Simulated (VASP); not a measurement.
Set up this calculation in VASP 6.6.1, as the native input.

```
Task                   : single point
Functional             : PBE
Potentials or basis    : VASP PAW PBE potentials, release 64 (Pb_d)
Cutoff                 : 520 eV
k mesh                 : 9 × 9 × 9
Occupations            : fermi-dirac, width 0.05 eV
Spin                   : no spin polarisation
Dipole correction      : no
Further INCAR settings : ALGO = Normal; EDIFF = 1e-07; NBANDS = 13
```

The structure of Pb lies in POSCAR:

```
Pb
1.0
   -2.0184862782      2.0184862782      2.0184862782
    2.0184862782     -2.0184862782      2.0184862782
    2.0184862782      2.0184862782     -2.0184862782
Pb
1
Direct
    0.0000000000      0.0000000000      0.0000000000
```

This isn't the form of Pb at room conditions, which is fcc.

The cell isn't the ideal one: volume scaled by 1.06.

One way to write it, as run:

INCAR

```
SYSTEM = Pb
PREC     = Accurate       ! precision mode
ENCUT    = 520            ! plane-wave cutoff, eV
EDIFF    = 1E-7           ! SCF threshold, eV
ISMEAR   = -1             ! smearing method
SIGMA    = 0.05           ! smearing width, eV
LREAL    = .False.        ! projectors in reciprocal space
LASPH    = .True.         ! aspherical terms in the spheres
NELM     = 80             ! most SCF steps
ALGO     = Normal         ! electronic algorithm
ISIF     = 2              ! what is computed and relaxed
LWAVE    = .False.        ! write WAVECAR
LCHARG   = .False.        ! write CHGCAR
GGA      = PE             ! functional
NBANDS   = 13             ! bands
```

KPOINTS

```
regular mesh
0
Gamma
  9 9 9
  0 0 0
```

Potentials or basis: VASP PAW PBE potentials, release 64 (Pb_d).

Command:

```console
$ cat potpaw_PBE.64/Pb_d/POTCAR > POTCAR
$ mpirun -np 1 vasp_std > vasp.out
```

It gave:

```yaml
Pressure: -1.4 GPa
Band_gap_on_the_k_mesh: none (metal or under the smearing width)
```

Wall time 12 s on 1 thread of Intel(R) Xeon(R) Platinum 8559C (Emerald Rapids), on a shared host, peak memory 0.15 GiB.
